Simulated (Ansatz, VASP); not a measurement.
**One calculation of Hf, two programs**

```xyz
2
Lattice="3.1967 0.0000 0.0000 -1.5983 2.7684 0.0000 0.0000 0.0000 5.0578" Properties=species:S:1:pos:R:3 pbc="T T T"
Hf    1.5984    0.9228    3.7934
Hf    0.0000    1.8456    1.2645
```

Alike in both runs: task relaxation of cell and atoms; functional PBE; k mesh 10 × 10 × 5; occupations fermi-dirac, width 0.05 eV; no spin polarisation.

|  | VASP | Ansatz |
| --- | --- | --- |
| version | VASP 6.6.1 | Ansatz 0.2.0 |
| potentials or method | VASP PAW PBE potentials, release 54 (Hf_pv) | Ansatz PAW |
| plane-wave cutoff (eV) | 600 | 420 |
| valence electrons in the cell | 20 | 52 |

Ansatz gave:

```
gap on the k mesh at the Fermi level, each at its own relaxed structure (eV) : none
relaxed volume (Å³/atom)                                                     : 22.51
relaxed cell length with the largest relative difference (Å)                 : 5.059
```

Which values does VASP return?

gap on the k mesh at the Fermi level, each at its own relaxed structure (eV): none; relaxed volume (Å³/atom): 22.42; relaxed cell length with the largest relative difference (Å): 5.049.

A gap of «none» marks a metal or a gap that the smearing closes. The two sets of potentials don't hold the same shells in valence.

Caveats: the plane-wave basis is chosen anew once the cell has moved, so the energies of steps on either side of that aren't comparable (Ansatz). Spin-orbit coupling is left out, which matters for the levels of Hf.
